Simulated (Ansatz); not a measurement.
A plane-wave DFT run in Ansatz 0.2.0 (scalar-relativistic PAW potentials unless the input names others): input and command.

```yaml
crystal:
  lattice:
    - [-1.608423697, 1.608423697, 3.9365099589]
    - [1.608423697, -1.608423697, 3.9365099589]
    - [1.608423697, 1.608423697, -3.9365099589]
  atoms:
    - { symbol: Si, position: [0.351585154, 0.351585154, 0.0329720388] }
    - { symbol: Si, position: [0.6813868848, 0.6813868848, 0.0329720388] }
    - { symbol: Mo, position: [-0.0096510652, -0.0096510652, -0.0193021305] }
basis:
  ecutwfc: 420
kpoints:
  mp_grid: { grid: [20, 20, 20] }
hamiltonian:
  xc: PBE-sol
scf:
  occupations: { method: gaussian, width: 0.15 }
  max_iter: 60
output:
  forces: true
  eigenvalues: true
  stress: true
```

```bash
ansatz run input.yaml --threads 2 --pin off --max-ram 5120MiB --backend cpu --events-out ev --progress --plain --runs-dir out
```

Problem. What will the program do with this input?

Solution. The program refuses it, because of an unknown functional (hamiltonian.xc: "pbe" → "PBE-sol"; the functional meant is spelt pbesol). With the sound run's settings it is accepted.

Abridged log:
```
Error: YAML parse error: error: line 15 column 7: hamiltonian.xc: unknown variant `PBE-sol`, expected one of `lda`, `lda-pw`, `pw92`, `pbe`, `pbesol`, `rpbe`, `revpbe`, `blyp`, `pbe0`, `revpbe0`, `b3lyp`, `b3lyp5`, `hse06`, `wpbeh`, `hiss`, `lc_wpbe`, `cam_b3lyp`, `hf`, `r2scan`, `r2scanh`, `r2scan0`, `r2scan50`, `mr2scan`
  --> <input>:15:7
   |
13 |   mp_grid: { grid: [20, 20, 20] }
14 | hamiltonian:
15 |   xc: PBE-sol
   |       ^ hamiltonian.xc: unknown variant `PBE-sol`, expected one of `lda`, `lda-pw`, `pw92`, `pbe`, `pbesol`, `rpbe`, `revpbe`, `blyp`, `pbe0`, `revpbe0`, `b3lyp`, `b3lyp5`, `hse06`, `wpbeh`, `hiss`, `lc_wpbe`, `cam_b3lyp`, `hf`, `r2scan`, `r2scanh`, `r2scan0`, `r2scan50`, `mr2scan`
16 | scf:
17 |   occupations: { method: gaussian, width: 0.15 }
   |
```